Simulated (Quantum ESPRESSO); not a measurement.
# Al: changing the strain (εxx = s)

```
CELL_PARAMETERS angstrom
-1.59122 1.59122 1.59122
1.59122 -1.59122 1.59122
1.59122 1.59122 -1.59122
ATOMIC_POSITIONS crystal
Al 0.00000 0.00000 0.00000
```

This isn't the form of Al at room conditions, which is fcc.

Kept alike: task single point; functional PBEsol; k mesh 12 × 12 × 12; occupations fermi-dirac, width 0.05 eV; no spin polarisation. Program: Quantum ESPRESSO, GBRV 1.5 PBEsol, cutoff 612 eV. The mesh is that of the run's cell of 1 atom. No spin-orbit coupling.

| s | free energy over the lowest row (meV/atom) |
| --- | --- |
| -0.04 | 21.15 |
| -0.02 | ? |
| -0.01 | 6.46 |
| 0 | 3.69 |
| 0.01 | 1.80 |
| 0.02 | 0.65 |
| 0.04 | 0.00 |

The cell shown is the unstrained one; x, y and z are its Cartesian axes; atoms keep their fractions. For a metal such a mesh leaves the last digits unconverged.

Q: Fit the rows shown and predict the run at -0.02.

A: A least-squares cubic through the rows shown is free energy = -21319 s³ + 4298.4 s² - 230.25 s + 3.699 (largest miss 0.009); at s = -0.02 it gives 10.19 meV/atom. The run gave: free energy over the lowest row 10.38 meV/atom.
